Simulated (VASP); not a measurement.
VASP 6.6.1 run: Ge

INCAR

```
LWAVE = .FALSE.
LREAL = .FALSE.
NSW = 0
PREC = Accurate
NBANDS = 21
ISIF = 2
ENCUT = 520
IBRION = -1
NELM = 120
EDIFF = 1E-5
ISMEAR = -1
LASPH = .TRUE.
SIGMA = 0.02
GGA = PE
LCHARG = .FALSE.
```

KPOINTS

```
KPOINTS created by Atomic Simulation Environment
0
Gamma
8 8 8
0 0 0
```

POSCAR

```
Ge
 1.0000000000000000
    -0.0000000000000000    2.8368735120893840    2.8368735120893840
     2.8368735120893840    0.0000000000000000    2.8368735120893840
     2.8368735120893840    2.8368735120893840   -0.0000000000000000
 Ge
   2
Cartesian
  0.0000000000000000 -0.0000000000000000 -0.0000000000000000
  1.4184367560446920  1.4184367560446920  1.4184367560446920
```

The recommended PBE PAW datasets give the neutral cell 28 valence electrons.

Command

```
mpirun -np 1 vasp_std
```

OSZICAR

```
N       E                     dE             d eps       ncg     rms          rms(c)
DAV:   1     0.187710365834E+03    0.18771E+03   -0.14462E+04  1345   0.362E+03
DAV:   2     0.187469796928E+02   -0.16896E+03   -0.16453E+03  1223   0.624E+02
DAV:   3    -0.816619119019E+01   -0.26913E+02   -0.26729E+02  1413   0.143E+02
DAV:   4    -0.907697465567E+01   -0.91078E+00   -0.91027E+00  1363   0.307E+01
DAV:   5    -0.909228492350E+01   -0.15310E-01   -0.15310E-01  1383   0.438E+00    0.317E+00
DAV:   6    -0.903499738607E+01    0.57288E-01   -0.21227E-02  1381   0.143E+00    0.188E+00
DAV:   7    -0.900492485486E+01    0.30073E-01   -0.47476E-02  1339   0.196E+00    0.148E-01
DAV:   8    -0.900666904579E+01   -0.17442E-02   -0.60472E-03  1348   0.956E-01    0.428E-02
DAV:   9    -0.900681193592E+01   -0.14289E-03   -0.21513E-04  1417   0.205E-01    0.160E-02
DAV:  10    -0.900683353940E+01   -0.21603E-04   -0.42436E-05  1104   0.770E-02    0.611E-03
DAV:  11    -0.900683540806E+01   -0.18687E-05   -0.86251E-06   946   0.516E-02
   1 F= -.90068354E+01 E0= -.90067531E+01  d E =-.164592E-03
```

From OUTCAR

```
k-points           NKPTS =     29   k-points in BZ     NKDIM =     29   number of bands    NBANDS=     21

   NELECT =      28.0000    total number of electrons

   dimension x,y,z NGX =    30 NGY =   30 NGZ =   30
   dimension x,y,z NGXF=    60 NGYF=   60 NGZF=   60

  energy-cutoff  :      520.00
  volume of cell :       45.66
      direct lattice vectors                 reciprocal lattice vectors
     0.000000000  2.836873512  2.836873512    -0.176250368  0.176250368  0.176250368
     2.836873512  0.000000000  2.836873512     0.176250368 -0.176250368  0.176250368
     2.836873512  2.836873512  0.000000000     0.176250368  0.176250368 -0.176250368

 k-points in reciprocal lattice and weights: KPOINTS created by Atomic Simulation Env
   0.00000000  0.00000000  0.00000000       0.002
   0.12500000  0.00000000  0.00000000       0.016
   0.25000000  0.00000000  0.00000000       0.016
   0.37500000  0.00000000  0.00000000       0.016
   0.50000000  0.00000000  0.00000000       0.008
   0.12500000  0.12500000  0.00000000       0.012
   0.25000000  0.12500000  0.00000000       0.047
   0.37500000  0.12500000  0.00000000       0.047
   ...

 E-fermi :   4.9283

 k-point     1 :       0.0000    0.0000    0.0000
  band No.  band energies     occupation
      1     -19.8884      2.00000
      2     -19.8884      2.00000
      3     -19.8884      2.00000
      4     -19.8529      2.00000
      5     -19.8529      2.00000
      6     -19.6469      2.00000
      7     -19.6469      2.00000
      8     -19.6469      2.00000
      9     -19.6341      2.00000
     10     -19.6341      2.00000
     11      -7.7951      2.00000
     12       4.8709      1.89282
     13       4.9129      1.36715
     14       4.9129      1.36694
     15       4.9129      1.36694
     16       7.4630      0.00000
     17       7.4630      0.00000
     18       7.4630      0.00000
     19      11.3191      0.00000
     20      14.3718      0.00000
     21      14.3718      0.00000

 k-point     2 :       0.1250    0.0000    0.0000
  band No.  band energies     occupation
      1     -19.8963      2.00000
      2     -19.8963      2.00000
      3     -19.8860      2.00000
      4     -19.8418      2.00000
      5     -19.8418      2.00000
      6     -19.6586      2.00000
      7     -19.6586      2.00000
      8     -19.6497      2.00000
      9     -19.6241      2.00000
     10     -19.6241      2.00000
     11      -7.6064      2.00000
     12       2.5473      2.00000
     13       4.5816      2.00000
     14       4.5816      2.00000
     15       5.9161      0.00000
     16       7.9071      0.00000
     17       7.9071      0.00000
     18       8.3775      0.00000
     19      12.2410      0.00000
     20      13.4816      0.00000
     21      13.4817      0.00000

 ...

  Total        0.7766962      0.7766962      0.7766962     -0.0000000     -0.0000000     -0.0000000
  in kB       27.2528468     27.2528468     27.2528468     -0.0000000     -0.0000000     -0.0000000
  external PRESSURE =      27.2528468 kB  Pullay stress =       0.0000000 kB

 POSITION                                       TOTAL-FORCE (eV/Angst)
 -----------------------------------------------------------------------------------
      0.00000      0.00000      0.00000        -0.000000     -0.000000     -0.000000
      1.41844      1.41844      1.41844         0.000000      0.000000      0.000000
 -----------------------------------------------------------------------------------
    total drift:                                0.000000      0.000000      0.000000

  FREE ENERGIE OF THE ION-ELECTRON SYSTEM (eV)
  ---------------------------------------------------
  free  energy   TOTEN  =        -9.0068354081 eV

  energy  without entropy=       -9.0066708162  energy(sigma->0) =       -9.00675311
```

It converged. Results: gap between bands v and c on the k mesh 0.00 eV; least direct gap on the k mesh 0.00 eV; pressure 2.7 GPa. Band v is the last that the valence electrons fill when counted band by band, and c is the next.

For comparison, a separate PBE run of the intended cell, on usual settings and not on those above, gives a gap of 0.00 eV on its mesh and a pressure of 2.9 GPa.

The run above took about 23 s on one core of a shared host (Intel Xeon Platinum 8488C) and held 0.17 GiB at most.
